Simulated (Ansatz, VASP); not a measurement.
# ZnAu in VASP and in Ansatz

```
Au Zn
1.0
     3.14700    0.00000    0.00000
     0.00000    3.14700    0.00000
     0.00000    0.00000    3.14700
Au Zn
1 1
Direct
  0.00000 0.00000 0.00000
  0.50000 0.50000 0.50000
```

Alike in both runs: task single point; functional LDA; k mesh 8 × 8 × 8; occupations gaussian, width 0.05 eV; no spin polarisation.

|  | VASP | Ansatz |
| --- | --- | --- |
| version | VASP 6.6.1 | Ansatz 0.2.0 |
| potentials or method | VASP PAW LDA potentials, release 64 (Au, Zn), cutoff 520 eV | all-electron LAPW, scalar-relativistic |

Ansatz gave:

| Property | Result |
| --- | --- |
| gap on the k mesh at the Fermi level (eV) | none |
| pressure (GPa) | -6.6 |

What did VASP give for the same quantities?

gap on the k mesh at the Fermi level (eV): none; pressure (GPa): -6.0.

A gap of «none» marks a metal or a gap that the smearing closes. Ansatz ran all-electron here, so the differences hold the error of VASP's frozen core and of both bases.

Spin-orbit coupling is left out, which matters for the levels of Au.
